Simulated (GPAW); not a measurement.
# NiO (Fm-3m) in GPAW: further runs, part 2 of 2

GPAW 26.7.0. The steps go on from the part before.

**4. Single point, PBE, collinear spin, ferromagnetic start**

Contents of run.py:

```python
from ase.dft.bandgap import bandgap
from ase.io import read, write
from ase.units import Bohr, GPa
from gpaw import GPAW, PW
from gpaw.elf import elf_from_dft_calculation

atoms = read('POSCAR')
atoms.set_initial_magnetic_moments([1.0, 0.0])

calc = GPAW(mode=PW(800),
            xc='PBE',
            kpts={'size': (11, 11, 11), 'gamma': True},
            occupations={'name': 'methfessel-paxton', 'order': 0, 'width': 0.028000000000000004},
            nbands=22,
            convergence={'density': 1e-05, 'energy': 1e-05},
            maxiter=150,
            txt='gpaw.txt')
atoms.calc = calc
energy = atoms.get_potential_energy()
forces = atoms.get_forces()
stress = atoms.get_stress()
calc.write('gs.gpw')
write('result.traj', atoms)
print(f'Energy: {energy:.6f} eV')
print('Forces (eV/A):')
print(forces.round(4))
print('Stress (GPa):', (stress / GPa).round(3))
print('Moments:', calc.get_magnetic_moments().round(3))
print('Fermi level:', round(calc.get_fermi_level(), 4), 'eV')
print(f'Gap: {bandgap(calc)[0]:.4f} eV, direct: {bandgap(calc, direct=True)[0]:.4f} eV')

# fields on the real-space grid
write('density.cube', atoms, data=calc.get_pseudo_density() * Bohr**3)
write('potential.cube', atoms, data=calc.get_electrostatic_potential())
write('spin.cube', atoms, data=(calc.get_pseudo_density(spin=0) - calc.get_pseudo_density(spin=1)) * Bohr**3)
write('elf.cube', atoms, data=elf_from_dft_calculation(calc).data)
```

Contents of POSCAR:

```
NiO
1.0
    0.0000000000      2.0859016414      2.0859016414
    2.0859016414      0.0000000000      2.0859016414
    2.0859016414      2.0859016414      0.0000000000
Ni O
1 1
Direct
    0.0000000000      0.0000000000      0.0000000000
    0.5000000000      0.5000000000      0.5000000000
```

Potentials or basis: GPAW PAW data sets (gpaw-data 1.2.1), pw.

Started as:

```console
$ OMP_NUM_THREADS=1 python run.py
```

gpaw.txt:

```text
__  _  _
 | _ |_)|_||  |
 |__||  | ||/\| - 26.7.0

Input parameters:
  mode=PW(ecut=800.0),
  convergence={'density': 1e-05, 'energy': 1e-05},
  kpts=MonkhorstPack(size=(11, 11, 11), gamma=True),
  maxiter=150,
  nbands=22,
  occupations=Occupations(name='methfessel-paxton', order=0, width=0.028000000000000004),
  xc=XC(name='PBE')

Diagonalizing LCAO Hamiltonian
Converting LCAO to pw mode

              O

       Ni

Atoms  # Å, Bohr magnetons
|   | symbol |        x |        y |        z |    initial magnetic moments |
|---|--------|----------|----------|----------|-----------------------------|
| 0 |     Ni | 0.000000 | 0.000000 | 0.000000 | ( 0.0000,  0.0000,  1.0000) |
| 1 |      O | 2.085902 | 2.085902 | 2.085902 | ( 0.0000,  0.0000,  0.0000) |

Unit cell  # Å
| periodic |        x |        y |        z |  lengths |    angles |
|----------|----------|----------|----------|----------|-----------|
|      yes | 0.000000 | 2.085902 | 2.085902 | 2.949910 | 60.000000 |
|      yes | 2.085902 | 0.000000 | 2.085902 | 2.949910 | 60.000000 |
|      yes | 2.085902 | 2.085902 | 0.000000 | 2.949910 | 60.000000 |

Number of symmetries: 48
Symmetry operations  # r_c * U_cc + t_c -> r_c
|    | kind |            matrix            |
|----|------|------------------------------|
|  0 |  σ   |  1, 0, 0,  1, 0,-1,  1,-1, 0 |
|  1 |  C2  |  1, 0, 0,  1,-1, 0,  1, 0,-1 |
|  2 |  E   |  1, 0, 0,  0, 1, 0,  0, 0, 1 |
|  3 |  σ   |  1, 0, 0,  0, 0, 1,  0, 1, 0 |
|  4 |  C4  |  1, 0,-1,  1, 0, 0,  1,-1, 0 |
|  5 |  S6  |  1, 0,-1,  1,-1, 0,  1, 0, 0 |
|  6 |  σ   |  1, 0,-1,  0, 1,-1,  0, 0,-1 |
|  7 |  C3  |  1, 0,-1,  0, 0,-1,  0, 1,-1 |
|  8 |  S6  |  1,-1, 0,  1, 0, 0,  1, 0,-1 |
|  9 |  C4  |  1,-1, 0,  1, 0,-1,  1, 0, 0 |
| 10 |  C3  |  1,-1, 0,  0,-1, 1,  0,-1, 0 |
| 11 |  σ   |  1,-1, 0,  0,-1, 0,  0,-1, 1 |
| 12 |  σ   |  0, 1, 0,  1, 0, 0,  0, 0, 1 |
| 13 |  C4  |  0, 1, 0,  0, 1,-1, -1, 1, 0 |
| 14 |  C3  |  0, 1, 0,  0, 0, 1,  1, 0, 0 |
| 15 |  S6  |  0, 1, 0, -1, 1, 0,  0, 1,-1 |
| 16 |  C2  |  0, 1,-1,  1, 0,-1,  0, 0,-1 |
| 17 |  σ   |  0, 1,-1,  0, 1, 0, -1, 1, 0 |
| 18 |  S4  |  0, 1,-1,  0, 0,-1,  1, 0,-1 |
| 19 |  C4  |  0, 1,-1, -1, 1, 0,  0, 1, 0 |
| 20 |  C3  |  0, 0, 1,  1, 0, 0,  0, 1, 0 |
| 21 |  σ   |  0, 0, 1,  0, 1, 0,  1, 0, 0 |
| 22 |  S6  |  0, 0, 1,  0,-1, 1, -1, 0, 1 |
| 23 |  C4  |  0, 0, 1, -1, 0, 1,  0,-1, 1 |
| 24 |  S4  |  0, 0,-1,  1, 0,-1,  0, 1,-1 |
| 25 |  C3  |  0, 0,-1,  0, 1,-1,  1, 0,-1 |
| 26 |  C2  |  0, 0,-1,  0,-1, 0, -1, 0, 0 |
| 27 |  S6  |  0, 0,-1, -1, 0, 0,  0,-1, 0 |
| 28 |  S4  |  0,-1, 1,  1,-1, 0,  0,-1, 0 |
| 29 |  C4  |  0,-1, 1,  0, 0, 1, -1, 0, 1 |
| 30 |  C2  |  0,-1, 1,  0,-1, 0,  1,-1, 0 |
| 31 |  σ   |  0,-1, 1, -1, 0, 1,  0, 0, 1 |
| 32 |  C3  |  0,-1, 0,  1,-1, 0,  0,-1, 1 |
| 33 |  S6  |  0,-1, 0,  0, 0,-1, -1, 0, 0 |
| 34 |  S4  |  0,-1, 0,  0,-1, 1,  1,-1, 0 |
| 35 |  C2  |  0,-1, 0, -1, 0, 0,  0, 0,-1 |
| 36 |  C2  | -1, 1, 0,  0, 1, 0,  0, 1,-1 |
| 37 |  S6  | -1, 1, 0,  0, 1,-1,  0, 1, 0 |
| 38 |  S4  | -1, 1, 0, -1, 0, 1, -1, 0, 0 |
| 39 |  C3  | -1, 1, 0, -1, 0, 0, -1, 0, 1 |
| 40 |  S6  | -1, 0, 1,  0, 0, 1,  0,-1, 1 |
| 41 |  C2  | -1, 0, 1,  0,-1, 1,  0, 0, 1 |
| 42 |  C3  | -1, 0, 1, -1, 1, 0, -1, 0, 0 |
| 43 |  S4  | -1, 0, 1, -1, 0, 0, -1, 1, 0 |
| 44 |  C2  | -1, 0, 0,  0, 0,-1,  0,-1, 0 |
| 45 |  i   | -1, 0, 0,  0,-1, 0,  0, 0,-1 |
| 46 |  σ   | -1, 0, 0, -1, 1, 0, -1, 0, 1 |
| 47 |  C2  | -1, 0, 0, -1, 0, 1, -1, 1, 0 |

BZ-sampling:
  Number of BZ points: 1331
  Number of IBZ points: 56

  Monkhorst-Pack size: [11, 11, 11]
  Monkhorst-Pack shift: [0, 0, 0]

K-points  # in reciprocal-cell coordinates
|     |                                coordinates |     weight |
|-----|--------------------------------------------|------------|
|   0 | (  0.00000000,   0.00000000,   0.00000000) | 0.00075131 |
|   1 | (  0.09090909,   0.09090909,   0.00000000) | 0.00450789 |
|   2 | (  0.09090909,   0.09090909,   0.09090909) | 0.00601052 |
|   3 | (  0.18181818,   0.09090909,   0.09090909) | 0.00901578 |
|   4 | (  0.18181818,   0.18181818,   0.00000000) | 0.00450789 |
|   5 | (  0.18181818,   0.18181818,   0.09090909) | 0.01803156 |
|   6 | (  0.18181818,   0.18181818,   0.18181818) | 0.00601052 |
|   7 | (  0.27272727,   0.18181818,   0.09090909) | 0.01803156 |
|   8 | (  0.27272727,   0.18181818,   0.18181818) | 0.01803156 |
|   9 | (  0.27272727,   0.27272727,   0.00000000) | 0.00450789 |
| ... |                                            |            |
|  55 | (  0.45454545,   0.45454545,   0.45454545) | 0.00601052 |

Plane wave coefficients: 950
Cutoff: 800.0 eV

Spin-components: 2 (collinear spins)
Bands:           22
Projectors:      11
Spin-degeneracy: 1
Datatype:        complex128

Parallelization:
  kpt:    1
  domain: 1
  band:   1

Density:
  Valence electrons: 22.0
  Components: 2
  Grid points: [20 20 20]
  Charge: 0.0  # |e|

Potential:
  Grid points: [20 20 20]

species:
  Ni:
    name:    Nickel
    Z:       28.0
    valence: 16
    core:    12
    charge:  0.0  # [|e|]
    compensation charges:
      type: gauss
      rc: 0.36  # [Å]
      lmax: 2
    cutoffs:
      filter: 2.14  # [Å]
      core: 1.98  # [Å]
    projectors
    | kind |    occ | energy [eV] | rcut [Å] |
    |------|--------|-------------|----------|
    |   4s |  2.000 |      -5.642 |    1.164 |
    |   3p |  6.000 |     -71.394 |    1.207 |
    |   4p |  0.000 |      -1.226 |    1.207 |
    |   3d |  8.000 |      -8.875 |    1.138 |
    |    s |        |      21.570 |    1.164 |
    |    d |        |      18.337 |    1.138 |

    Using partial waves for Ni as LCAO basis

  O:
    name:    Oxygen
    Z:       8.0
    valence: 6
    core:    2
    charge:  0.0  # [|e|]
    compensation charges:
      type: gauss
      rc: 0.21  # [Å]
      lmax: 2
    cutoffs:
      filter: 1.17  # [Å]
      core: 0.83  # [Å]
    projectors
    | kind |    occ | energy [eV] | rcut [Å] |
    |------|--------|-------------|----------|
    |   2s |  2.000 |     -23.961 |    0.688 |
    |   2p |  4.000 |      -9.029 |    0.598 |
    |    s |        |       3.251 |    0.688 |
    |    p |        |      18.182 |    0.598 |
    |    d |        |       0.000 |    0.619 |

    Using partial waves for O as LCAO basis

Reference energy: -43408.850748  # eV

eigensolver:
  PPCG
  Converge bands: occupied
  niter=2

density mixing:
  MSR1-Mixer
  Pratt-step length: 0.05
  Maximum mixing coefficient: 0.75
  Old densities: 10
  SVD Regularization: 0.005
  Good broyden scale: 1.0
  Trust region scale: 1.0
  Backstep threshold: 4.0
  History deletion threshold: 6.0
  Fourier metric: weight=20.0, sigma=0.015

occupation numbers:
  Methfessel-Paxton:
    width: 0.0280  # eV
    order: 0

poisson solver:
  ecut: 6400.0  # eV

xc functional:
  name: PBE with 2 nearest neighbor stencil

convergence criteria:
- Maximum integral of absolute [dens]ity change: 1e-05 electrons / valence electron
- Maximum [total energy] change in last 3 cyles: 1e-05 eV / valence electron
- Maximum integral of absolute [eigenst]ate change: 4e-08 eV^2 / valence electron
maximum number of iterations: 150

SCF iterations
|iter     | |      energy | eigst |  dens |  magmom |
|---------|-|-------------|-------|-------|---------|
|iter:   1| |  -13.595970 | +0.15 |       |  +1.0004|
|iter:   2| |  -13.488364 | -2.32 | -1.13 |  +0.9937|
|iter:   3| |  -13.261891 | -2.29 | -1.17 |  +0.8738|
|iter:   4| |  -13.293823 | -2.79 | -1.67 |  +0.8933|
|iter:   5| |  -13.255727 | -3.57 | -1.72 |  +0.8880|
|iter:   6| |  -13.278196 | -3.93 | -1.96 |  +0.9780|
|iter:   7| |  -13.298328 | -3.83 | -2.12 |  +1.1105|
|iter:   8| |  -13.314251 | -3.90 | -2.01 |  +1.3094|
|iter:   9| |  -13.328153 | -2.93 | -1.99 |  +1.6903|
|iter:  10| |  -13.325589 | -3.90 | -2.39 |  +1.9001|
|iter:  11| |  -13.326886 | -3.62 | -2.39 |  +1.6302|
|iter:  12| |  -13.328778 | -4.63 | -2.87 |  +1.7297|
|iter:  13| |  -13.329156 | -5.09 | -2.72 |  +1.7688|
|iter:  14| |  -13.329084 | -6.84 | -3.15 |  +1.7616|
|iter:  15| |  -13.329163c| -5.13 | -3.15 |  +1.7897|
|iter:  16| |  -13.329167c| -6.14 | -3.36 |  +1.7791|
|iter:  17| |  -13.329169c| -6.83 | -4.07 |  +1.7855|
|iter:  18| |  -13.329168c| -7.05 | -3.73 |  +1.7803|
|iter:  19| |  -13.329168c| -7.57c| -4.91 |  +1.7806|
|iter:  20| |  -13.329167c| -7.96c| -5.12c|  +1.7803|

Converged in 20 steps
Energy contributions relative to reference atoms: (reference = -43408.850748)

Energy contributions:
  Kinetic:          26.654914
  Coulomb:         -22.566753
  Zero:              0.268580
  External:          0.000000
  Xc:              -17.685737
  Entropy:          -0.000342
  Spinorbit:         0.000000
  ----------------------------
  Free energy:     -13.329338
  Extrapolated:    -13.329167

dipole moment: (-8.390533, -8.390533, -8.390533)  # |e|*Ang

Total magnetic moment: (0.000000, 0.000000, 1.780275)

Local magnetic moments
|        x |        y |        z |
|----------|----------|----------|
| 0.000000 | 0.000000 | 1.479376 |  # Ni   0
| 0.000000 | 0.000000 | 0.213349 |  # O    1

Fermi level: 8.161
Eigenvalues  # (at kpt = [0.000, 0.000, 0.000])
| band index |      eig [eV] | occ [0-1] |      eig [eV] | occ [0-1] |
|------------|---------------|-----------|---------------|-----------|
|          0 |       -56.651 |     1.000 |       -54.840 |     1.000 |
|        ... |               |           |               |           |
|          4 |         4.973 |     1.000 |         5.529 |     1.000 |
|          5 |         4.973 |     1.000 |         5.529 |     1.000 |
|          6 |         5.021 |     1.000 |         5.529 |     1.000 |
|          7 |         5.021 |     1.000 |         6.291 |     1.000 |
|          8 |         5.021 |     1.000 |         6.291 |     1.000 |
|          9 |         5.458 |     1.000 |         6.291 |     1.000 |
[... 8 lines left out ...]
|         18 |        30.080 |     0.000 |        30.576 |     0.000 |
|         19 |        30.080 |     0.000 |        30.576 |     0.000 |
|        ... |               |           |               |           |
|         21 |        33.706 |     0.000 |        34.403 |     0.000 |

No gap
No difference between direct/indirect transitions

Forces  # eV/Ang
|        x |       y |        z |
|----------|---------|----------|
|  0.00000 | 0.00000 | -0.00000 |  # Ni   0
| -0.00000 | 0.00000 | -0.00000 |  # O    1

Stress tensor  # eV/Ang^3
|         x |         y |         z |
|-----------|-----------|-----------|
| -0.063792 | -0.000000 |  0.000000 |
| -0.000000 | -0.063792 |  0.000000 |
|  0.000000 |  0.000000 | -0.063792 |

# Writing to gs.gpw (mode='')
```

It took 79 s on 1 thread of Arm Neoverse V1, shared host; peak memory 0.19 GiB.

What came out:

| Property | Result |
| --- | --- |
| Free energy | -13.3293 eV |
| Pressure | 10.2 GPa |
| Band gap on the k mesh | none (metal or under the smearing width) |
| Net moment | 1.78 μB per cell |
| Site moments | Ni +1.48; O +0.21 μB |

Caveat: the stock nickel data set gives pressures a few GPa off other programs; a cell with one magnetic atom can't hold antiferromagnetic order, which such compounds often take; semilocal functionals often make such compounds metallic where correlation or magnetic order opens a gap, which also shifts bond lengths.

**5. Summary**

```tsv
task	level	potentials or basis	cell	smearing	optimizer	fmax	max steps	convergence	gap on the mesh (eV)	pressure (GPa)	moment (μB)
relaxation of cell and atoms	RPBE+D3(BJ)	the program's PAW data sets (release 1.2.1) made for this functional, pw	relaxed	fermi-dirac 0.05 eV	FIRE	0.01 eV/Å	100	density=1e-05 forces=0.0001	none	-0.1	1.82
single point	PBE	GPAW PAW data sets (gpaw-data 1.2.1), pw	as given	gaussian 0.027 eV	-	-	-	-	none	10.2	1.78
single point	PBE	GPAW PAW data sets (gpaw-data 1.2.1), pw	as given	gaussian 0.028 eV	-	-	-	-	none	10.2	1.78
```

Alike in all rows: spin collinear, ferromagnetic start; k mesh 11 × 11 × 11; cutoff (eV) 800.

Caveats: the stock nickel data set gives pressures a few GPa off other programs; a cell with one magnetic atom can't hold antiferromagnetic order, which such compounds often take; semilocal functionals often make such compounds metallic where correlation or magnetic order opens a gap, which also shifts bond lengths; each step starts from the last one's moments, so a moment once lost doesn't come back (some runs); later steps reuse the first step's grids (some runs); pairwise dispersion overbinds metals, which lowers pressure and volume (some runs).

Absolute energies hang on the potentials; compare differences alone.

**6. How close it comes**

Step 3. The gap isn't set beside the deposited one, since this odd mesh misses points on the zone boundary.

Step 4. The gap isn't set beside the deposited one, since this odd mesh misses points on the zone boundary.
